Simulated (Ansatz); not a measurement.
The system is TaN.

```
Ta N
1.0
     2.93800    0.00000    0.00000
    -1.46900    2.54438    0.00000
     0.00000    0.00000    2.88300
Ta N
1 1
Direct
  0.00000 0.00000 0.50000
  0.66667 0.33333 0.00000
```

Base run:

```yaml
Program: Ansatz 0.2.0
Functional: PBEsol
Potentials_or_basis: all-electron LAPW, scalar-relativistic
Cutoff: 350 eV (chosen from the basis error)
Basis_error_allowed: 0.001 eV/atom
k_mesh: 10 × 10 × 9
Occupations: fermi-dirac, width 0.05 eV
Spin: no spin polarisation
```

Its results: pressure -4.8 GPa.

Question: The run is repeated on the same cell with these changes: functional from PBEsol to PBE. What comes out?

Answer: Pressure 4.8 GPa.

PBE binds less tightly than PBEsol, so the same cell stands under more pressure.
